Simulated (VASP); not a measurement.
Crystal: BN.

```
N B
1.0
     0.00000    1.81300    1.81300
     1.81300    0.00000    1.81300
     1.81300    1.81300    0.00000
N B
1 1
Direct
  0.25000 0.25000 0.25000
  0.00000 0.00000 0.00000
```

The cell is a database's computed one.

A sound run:

| Property | Result |
| --- | --- |
| Program | VASP 6.6.1 |
| Task | dielectric tensor |
| Functional | LDA |
| Potentials or basis | VASP PAW LDA potentials, release 64 (N, B) |
| Cutoff | 800 eV |
| k mesh | 12 × 12 × 12 |
| Occupations | gaussian, width 0.01 eV |
| Spin | no spin polarisation |

It gives band gap on the k mesh 4.33 eV, indirect (least direct gap 8.64 eV).

Task: What do these careless settings give instead: cutoff 400 eV in place of 800 eV; k mesh 8 × 8 × 8 in place of 12 × 12 × 12?

Result: Band gap on the k mesh 4.30 eV, indirect (least direct gap 8.61 eV). The run converged, but these numbers show the error of the settings and aren't properties of the crystal.
